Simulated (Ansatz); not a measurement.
## TiTe2 in the CdI2-type structure

Method: PBE, scalar-relativistic; no spin polarisation; PAW, 420 eV, 10×10×6 k-mesh, Gaussian smearing of 0.05 eV; code Ansatz. The datasets are Ansatz's generated set soft_2.

```yaml
crystal:
  lattice:
    - [3.75711, 0.00000, 0.00000]
    - [-1.87856, 3.25375, 0.00000]
    - [0.00000, 0.00000, 7.05880]
  atoms:
    - { symbol: Ti, position: [0.00000, 0.00000, 0.00000] }
    - { symbol: Te, position: [0.33333, 0.66667, 0.24657] }
    - { symbol: Te, position: [0.66667, 0.33333, 0.75343] }
```

The Crystallography Open Database holds a cell of this formula and space group, from which this one stands far in volume, proportions or bonds. The database's entry of this formula in the relaxed cell's space group, P-3m1, has axes of 3.777 × 3.777 × 6.498 Å and 26.76 Å³/atom (1981), the relaxed one 3.757 × 3.757 × 7.059 Å and 28.76.

The cell above was scaled in volume, and shape and atoms were relaxed at each volume within its symmetry. Energies are counted from the cell above.

The cell is relaxed to zero pressure at this level.

```json
{"V (Å³/atom)": "27.18", "ΔE (meV/atom)": "2.0", "P (GPa)": "0.63"}
{"V (Å³/atom)": "27.61", "ΔE (meV/atom)": "0.8", "P (GPa)": "0.30"}
{"V (Å³/atom)": "28.19", "ΔE (meV/atom)": "0.2", "P (GPa)": "0.12"}
{"V (Å³/atom)": "28.76", "ΔE (meV/atom)": "0.0", "P (GPa)": "-0.01"}
{"V (Å³/atom)": "29.34", "ΔE (meV/atom)": "?", "P (GPa)": "?"}
{"V (Å³/atom)": "29.91", "ΔE (meV/atom)": "1.0", "P (GPa)": "-0.23"}
{"V (Å³/atom)": "30.78", "ΔE (meV/atom)": "2.2", "P (GPa)": "-0.27"}
{"V (Å³/atom)": "31.64", "ΔE (meV/atom)": "3.5", "P (GPa)": "-0.24"}
```

Question: Fill in the withheld row.

Answer: ΔE (meV/atom): 0.3, P (GPa): -0.15.

Question: Can a bulk modulus be trusted from these points?

Answer: No. The energies are smooth (scatter 0.05 meV/atom), but the pressures don't fall steadily as the cell grows, and the fit's B0′ of 15.8 is out of the usual range: the curve is too flat or too lopsided over this range, as for soft or weakly bound crystals, and a third-order form can't fix it.

The fit puts its minimum at 28.60 Å³/atom, 0.6 % under the cell above, so zero pressure fixes the volume only loosely here.

These numbers lack spin–orbit coupling. The structure is built of weakly bound layers, and this functional has no dispersion term, so their spacing and all that hangs on it (volume, the soft elastic constants, low modes, dielectric constants) are poorly given. The run is a metal.
